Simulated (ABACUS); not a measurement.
# FeO (Wuestite) (Fm-3m) in ABACUS: single point with PBE

Aim: the single point of FeO (Wuestite) with PBE.

Program: ABACUS 3.10.1. These are calculated values, not measurements. Logs are shortened: lines on timing, memory, paths and dates and some standing lists are left out, and cuts for length are marked.

**1. The structure**

It takes space group Fm-3m (No. 225, cubic). The conventional cell has a = 4.311 Å, b = 4.311 Å, c = 4.311 Å, α = 90.00°, β = 90.00°, γ = 90.00°. Fe (site symmetry m-3m) has 6 O at 2.16 Å as nearest neighbours. O (site symmetry m-3m) is surrounded by 6 Fe at 2.16 Å.

**2. Single point, PBE, collinear spin, ferromagnetic start**

INPUT

```
INPUT_PARAMETERS
suffix              FeO
calculation         scf
basis_type          lcao
pseudo_dir          ./
orbital_dir         ./
symmetry            1
dft_functional      pbe
ecutwfc             100
pseudo_rcut         10
nspin               2
nbands              14
ks_solver           genelpa
smearing_method     fd
smearing_sigma      0.00367493
scf_thr             1e-07
scf_nmax            100
mixing_type         broyden
mixing_beta         0.4
cal_force           1
cal_stress          1
out_mul             1
```

STRU

```
ATOMIC_SPECIES
Fe 55.8450 Fe.upf
O 15.9990 O.upf

NUMERICAL_ORBITAL
Fe_confined-atom_7au_2s1p1d.orb
O_confined-atom_6au_1s1p.orb

LATTICE_CONSTANT
1.8897261246

LATTICE_VECTORS
0.0000000000 2.1554000000 2.1554000000
2.1554000000 0.0000000000 2.1554000000
2.1554000000 2.1554000000 0.0000000000

ATOMIC_POSITIONS
Direct

Fe
0.0
1
0.0000000000 0.0000000000 0.0000000000 1 1 1 mag 3

O
0.0
1
0.5000000000 0.5000000000 0.5000000000 1 1 1 mag 0
```

KPT

```
K_POINTS
0
Gamma
11 11 11 0 0 0
```

Potentials or basis: PseudoDojo NC SR 0.4.1 PBE standard, SZ LCAO (the cutoffs set its grid).

Command:

```sh
OMP_NUM_THREADS=1 mpirun -np 4 abacus > log
```

running log:

```text
ABACUS v3.10.1

               Atomic-orbital Based Ab-initio Computation at UStc

 ------------------------------------------------------------------------------------

 READING GENERAL INFORMATION
                           global_out_dir = OUT.FeO/
                           global_in_card = INPUT
                               pseudo_dir = ./
[... 8 lines left out ...]

 READING ATOM TYPE 1
                               atom label = Fe
                      L=0, number of zeta = 2
                      L=1, number of zeta = 1
                      L=2, number of zeta = 1
             number of atom for this type = 1
               magnetization of element 1 = 3

 READING ATOM TYPE 2
                               atom label = O
                      L=0, number of zeta = 1
                      L=1, number of zeta = 1
             number of atom for this type = 1
               magnetization of element 2 = 0

                        TOTAL ATOM NUMBER = 2
DIRECT COORDINATES
    atom                   x                   y                   z     mag                  vx                  vy                  vz
taud_Fe1            0.0000000000        0.0000000000        0.0000000000  3.0000        0.0000000000        0.0000000000        0.0000000000
taud_O1            0.5000000000        0.5000000000        0.5000000000  0.0000        0.0000000000        0.0000000000        0.0000000000

                          Volume (Bohr^3) = 135.148
                             Volume (A^3) = 20.0269

 Lattice vectors: (Cartesian coordinate: in unit of a_0)
                   +0             +2.1554             +2.1554
              +2.1554                  +0             +2.1554
              +2.1554             +2.1554                  +0
 Reciprocal vectors: (Cartesian coordinate: in unit of 2 pi/a_0)
            -0.231976           +0.231976           +0.231976
            +0.231976           -0.231976           +0.231976
            +0.231976           +0.231976           -0.231976
 The esolver type has been set to : ksdft_lcao

                PAO radial cut off (Bohr) = 10

 Read in pseudopotential file is Fe.upf
                     pseudopotential type = NC
          exchange-correlation functional = PBE
                 nonlocal core correction = 1
                        valence electrons = 16
                                     lmax = 2
                           number of zeta = 4
                     number of projectors = 6
                           L of projector = 0
[... 5 lines left out ...]
                PAO radial cut off (Bohr) = 10

 Read in pseudopotential file is O.upf
                     pseudopotential type = NC
          exchange-correlation functional = PBE
                 nonlocal core correction = 1
                        valence electrons = 6
                                     lmax = 2
                           number of zeta = 2
                     number of projectors = 5
                           L of projector = 0
                           L of projector = 0
                           L of projector = 1
                           L of projector = 1
                           L of projector = 2
     initial pseudo atomic orbital number = 14
 The readin total magnetization is 3

 SETUP THE ELECTRONS NUMBER
            electron number of element Fe = 16
      total electron number of element Fe = 16
             electron number of element O = 6
       total electron number of element O = 6
            AUTOSET number of electrons:  = 22
                           occupied bands = 11
                                   NLOCAL = 14
                                   NBANDS = 14
                                   NBANDS = 14
                                   NLOCAL = 14

%%%%%%%%%%%%%%%%%%%%%%%%%%%%%%%%%%%%%%%%%%%%%%%%%%%%%%%%%%%%%%%%%%%%%%%%%%%%%%%%%%%%%%%%%%%%%%%%%%%%%%%%%%
 Warning: the number of valence electrons in pseudopotential > 8 for Fe: [Ar] 3d6 4s2
 Pseudopotentials with additional electrons can yield (more) accurate outcomes, but may be less efficient.
 If you're confident that your chosen pseudopotential is appropriate, you can safely ignore this warning.
%%%%%%%%%%%%%%%%%%%%%%%%%%%%%%%%%%%%%%%%%%%%%%%%%%%%%%%%%%%%%%%%%%%%%%%%%%%%%%%%%%%%%%%%%%%%%%%%%%%%%%%%%%

 SETUP THE PLANE WAVE BASIS
 energy cutoff for charge/potential (unit:Ry) = 400
            fft grid for charge/potential = [ 40, 40, 40 ]
                        fft grid division = [ 5, 5, 5 ]
        big fft grid for charge/potential = [ 8, 8, 8 ]
                                     nbxx = 128
                                     nrxx = 16000

 SETUP PLANE WAVES FOR CHARGE/POTENTIAL
                    number of plane waves = 18197
                         number of sticks = 925

 PARALLEL PW FOR CHARGE/POTENTIAL
     PROC   COLUMNS(POT)             PW
        1            231           4549
        2            230           4550
        3            232           4549
        4            232           4549
 --------------- sum -------------------
        4            925          18197
                            number of |g| = 223
                                  max |g| = 36.1621
                                  min |g| = 0.161438

----------- Double Check Mixing Parameters Begin ------------
mixing_type: broyden
mixing_beta: 0.4
mixing_gg0: 1
mixing_gg0_min: 0.1
mixing_beta_mag: 1.6
mixing_gg0_mag: 0
mixing_ndim: 8
----------- Double Check Mixing Parameters End ------------

 LATTICE VECTORS: (CARTESIAN COORDINATE: IN UNIT OF A0)
                   +0             +2.1554             +2.1554
              +2.1554                  +0             +2.1554
              +2.1554             +2.1554                  +0
                       right hand lattice = 1
                                   NORM_A = 3.0482
                                   NORM_B = 3.0482
                                   NORM_C = 3.0482
                           ALPHA (DEGREE) = 60
                           BETA  (DEGREE) = 60
                           GAMMA (DEGREE) = 60

 The lattice vectors have been changed (STRU_SIMPLE.cif)

(for optimal symmetric configuration:)
                             BRAVAIS TYPE = 3
                     BRAVAIS LATTICE NAME = 03. Cubic F (face-centered)
                                    ibrav = 3
                                    IBRAV = 3
                                  BRAVAIS = FACE CENTERED CUBIC
                       LATTICE CONSTANT A = 4.3108
Original cell was already a primitive cell.
                        ROTATION MATRICES = 48
              PURE POINT GROUP OPERATIONS = 48
                   SPACE GROUP OPERATIONS = 48
                              POINT GROUP = O_h
               POINT GROUP IN SPACE GROUP = O_h

 SETUP K-POINTS
                                    nspin = 2
                   Input type of k points = Monkhorst-Pack(Gamma)
                                   nkstot = 1331
                       right hand lattice = 1
(for reciprocal lattice: )
                             BRAVAIS TYPE = 2
                     BRAVAIS LATTICE NAME = 02. Cubic I (body-centered)
                                    ibrav = 2
                       right hand lattice = 1
(for k-lattice: )
                             BRAVAIS TYPE = 2
                     BRAVAIS LATTICE NAME = 02. Cubic I (body-centered)
                                    ibrav = 2
                       right hand lattice = 1
                        ROTATION MATRICES = 48
                               nkstot_ibz = 56
K-POINTS REDUCTION ACCORDING TO SYMMETRY
     IBZ    DIRECT_X    DIRECT_Y    DIRECT_Z  WEIGHT  ibz2bz
       1  0.00000000  0.00000000  0.00000000  0.0008       0
       2  0.09090909  0.09090909  0.09090909  0.0060       1
       3  0.18181818  0.18181818  0.18181818  0.0060       2
       4  0.27272727  0.27272727  0.27272727  0.0060       3
       5  0.36363636  0.36363636  0.36363636  0.0060       4
       6  0.45454545  0.45454545  0.45454545  0.0060       5
[... 22 lines left out ...]
      29 -0.36363636  0.36363636  0.36363636  0.0180      40
      30 -0.45454545  0.27272727  0.27272727  0.0090      41
[... 26 further k points ...]

                               nkstot now = 56
[... K-POINTS DIRECT COORDINATES: 56 rows ...]

           k-point number in this process = 56
       minimum distributed K point number = 56
[... stars of the k points ...]
                             nks(nspin=2) = 112
                          nkstot(nspin=2) = 112

[... K-POINTS CARTESIAN COORDINATES: 112 rows ...]

[... K-POINTS DIRECT COORDINATES: 112 rows ...]

 SETUP PLANE WAVES FOR WAVE FUNCTIONS
     energy cutoff for wavefunc (unit:Ry) = 100
              fft grid for wave functions = [ 40, 40, 40 ]
                    number of plane waves = 3143
                         number of sticks = 283

 PARALLEL PW FOR WAVE FUNCTIONS
     PROC   COLUMNS(POT)             PW
        1             71            787
        2             71            786
        3             71            786
        4             70            784
 --------------- sum -------------------
        4            283           3143

 SET NONLOCAL PSEUDOPOTENTIAL PROJECTORS
[... 6 lines left out ...]

 SETUP SEARCHING RADIUS FOR PROGRAM TO SEARCH ADJACENT ATOMS
                  longest orb rcut (Bohr) = 7
   longest nonlocal projector rcut (Bohr) = 1.58
                     search radius (Bohr) = 17.2
              searching radius is (Bohr)) = 17.2
         searching radius unit is (Bohr)) = 1.89
                         PeriodicBoundary = 1
                        Radius(unit:lat0) = 9.08
                                   glayer = [ 5, 5, 5 ]
                             glayer_minus = [ 4, 4, 4 ]

Find the coordinate range of the input atom(unit:lat0).
                                  min_tau = [ -17.2, -17.2, -17.2 ]
                                  max_tau = [ 19.4, 19.4, 19.4 ]
                                BoxNumber = [ 9, 9, 9 ]

 SETUP EXTENDED REAL SPACE GRID FOR GRID INTEGRATION
                          real space grid = [ 40, 40, 40 ]
                 big cell numbers in grid = [ 8, 8, 8 ]
             meshcell numbers in big cell = [ 5, 5, 5 ]
                        extended fft grid = [ 12, 12, 12 ]
                dimension of extened grid = [ 33, 33, 33 ]
                            UnitCellTotal = 125
              Atom number in sub-FFT-grid = 2
    Local orbitals number in sub-FFT-grid = 14
                                ParaV.nnr = 4417
                                 init_chg = atomic

 LCAO ALGORITHM --------------- ION=   1  ELEC=   1--------------------------------
          total magnetism (Bohr mag/cell) = 4.00044
       absolute magnetism (Bohr mag/cell) = 4.00044
                        nelec for spin up = 13.0002
                      nelec for spin down = 8.99978
[... 211 lines left out ...]
 Density error is 5.8220670503e-08
----------------------------------------------------------
     Energy           Rydberg                 eV
----------------------------------------------------------
 E_KohnSham     -283.4743198233      -3856.8659862718
 E_KS(sigma->0) -283.4736489549      -3856.8568586380
 E_Harris       -283.4743211324      -3856.8660040822
 E_band         -15.8440433377       -215.5692687512
 E_one_elec     -127.6454403498      -1736.7053124767
 E_Hartree      78.9197613810        1073.7584395823
 E_xc           -44.7197430962       -608.4433192045
 E_Ewald        -190.0275560214      -2585.4575389051
 E_entropy(-TS) -0.0013417369        -0.0182552677
 E_descf        0.0000000000         0.0000000000
 E_exx          0.0000000000         0.0000000000
 E_Fermi        1.2285672410         16.7155148531
----------------------------------------------------------

 charge density convergence is achieved
 final etot is -3856.8659863 eV
 EFERMI = 16.715514853 eV

 STATE ENERGY(eV) AND OCCUPATIONS    NSPIN == 2
SPIN UP :
 1/56 kpoint (Cartesian) = 0.0000 0.0000 0.0000 (568 pws)
       1       -72.1223    0.000751315
       2       -38.4589    0.000751315
       3       -38.4589    0.000751315
       4       -38.4589    0.000751315
       5       -4.38607    0.000751315
       6        12.6895    0.000751315
       7        12.6895    0.000751315
       8        12.6895    0.000751315
       9        12.9943    0.000751315
      10        12.9943    0.000751315
      11        13.2294    0.000751315
      12        13.2294    0.000751315
      13        13.2294    0.000751315
      14        15.9741    0.000751315
[... 66 lines left out ...]
       1       -72.1170     0.00601052
       2       -38.5202     0.00601052
       3       -38.4656     0.00601052
       4       -38.4656     0.00601052
       5       -2.54191     0.00601052
       6        6.98527     0.00601052
       7        9.80734     0.00601052
       8        9.80734     0.00601052
       9        13.6052     0.00601052
      10        13.6052     0.00601052
      11        14.2001     0.00601052
      12        16.8548    0.000349445
      13        16.8548    0.000349445
      14        24.4157    7.86425e-70

[... levels at 106 further k points ...]

-------------------------------------------------
 Total Magnetism (uB)
-------------------------------------------------
                        Fe1         3.4247690935
                         O1         0.3966437646
-------------------------------------------------

 correction force for each atom along direction 1 is 1.09614e-16
 correction force for each atom along direction 2 is 4.31461e-14
 correction force for each atom along direction 3 is 3.87305e-14
------------------------------------------------------------------------------------------
 TOTAL-FORCE (eV/Angstrom)
------------------------------------------------------------------------------------------
                       Fe1         0.0000000000         0.0000000000         0.0000000000
                        O1         0.0000000000         0.0000000000         0.0000000000
------------------------------------------------------------------------------------------

----------------------------------------------------------------
 TOTAL-STRESS (KBAR)
----------------------------------------------------------------
       106.8539567482        -0.0000000000         0.0000000000
        -0.0000000000       106.8539567482         0.0000000000
        -0.0000000000         0.0000000000       106.8539567482
----------------------------------------------------------------
 TOTAL-PRESSURE: 106.853957 KBAR

 --------------------------------------------
 !FINAL_ETOT_IS -3856.8659862718013756 eV
 --------------------------------------------
```

Wall time 5.7 s (4 MPI ranks of AMD EPYC 7B13 (Zen 3), shared host); peak memory 0.4 GiB.

The run converged, but some of its settings lie outside the range that counts as converged, so its numbers aren't taken as properties of the crystal.

Results:

* Free energy: -3856.8660 eV
* Pressure: 10.7 GPa
* Band gap on the k mesh: none (metal or under the smearing width)
* Net moment: 3.82 μB per cell
* Absolute moment: 3.82 μB per cell
* Site moments: Fe +3.42; O +0.40 μB
* Mulliken charges: Fe +0.85; O -0.85 e

Caveat: the atomic orbitals were generated for these runs and aren't a published set; Mulliken charges move with the basis; the basis of atomic orbitals isn't converged, which shifts pressures, moduli and gaps; a cell with one magnetic atom can't hold antiferromagnetic order, which such compounds often take; semilocal functionals often make such compounds metallic where correlation or magnetic order opens a gap, which also shifts bond lengths.
